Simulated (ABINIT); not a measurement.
## Ga: band structure with PBEsol

The system is Ga.

```
Ga
1.0
     1.38300   -4.02650    0.00000
     1.38300    4.02650    0.00000
    -0.11745    0.00000    3.32993
Ga
2
Direct
  0.13100 0.86900 0.75000
  0.86900 0.13100 0.25000
```

This isn't the form of Ga at room conditions, which is orthorhombic.

```
Program             : ABINIT 10.8.3 (patched build)
Task                : band structure
Functional          : PBEsol
Potentials or basis : JTH PAW PBE v2.0
Cutoff              : 463 eV
k mesh              : 10 × 10 × 8
Occupations         : fermi-dirac, width 0.05 eV
Spin                : no spin polarisation
Fine-grid cutoff    : 925.187 eV
```

| Property | Result |
| --- | --- |
| Pressure | -2.1 GPa |
| Largest force | 0.195 eV/Å |
| Band gap on the k mesh | none (metal or under the smearing width) |
| Valence electrons inside the program's atomic spheres | Ga 11.00 (radii [1.1132] Å) |

Forces in eV/Å, atoms in the order of the input:
```
Ga   0.000 -0.195  0.000
Ga   0.000  0.195  0.000
```

Stress tensor (GPa, compression positive):
```
-1.48  0.00  0.43
 0.00 -1.97  0.00
 0.43  0.00 -2.90
```

Levels at the corners of the path, in eV from the Fermi level:
```
point  band 10  band 11  band 12  band 13  band 14  band 15  band 16  band 17
    Γ   -14.54   -11.23    -2.09    -1.62     1.63     5.42     9.69    10.19
    Y   -14.55    -5.54    -5.10    -3.82     4.15     4.60     6.36     7.76
    F   -14.58    -2.74    -2.57    -1.93    -1.48    -0.02     0.53     7.95
    H   -14.56    -2.57    -2.39    -2.00    -1.53     0.38     0.61     7.64
    Z   -14.61    -7.78    -7.78     1.70     1.70     2.44     2.44    11.66
    I   -14.69    -6.00    -6.00    -4.40    -4.40    10.85    10.85    11.80
   F1   -14.58    -2.74    -2.57    -1.93    -1.48    -0.02     0.53     7.95
```

It took 3.2 min on 1 thread of Intel(R) Xeon(R) Platinum 8488C (Sapphire Rapids) (shared host), peak memory 0.23 GiB.

Caveat: the PAW data sets were made with another functional, which shifts forces and pressure a little.
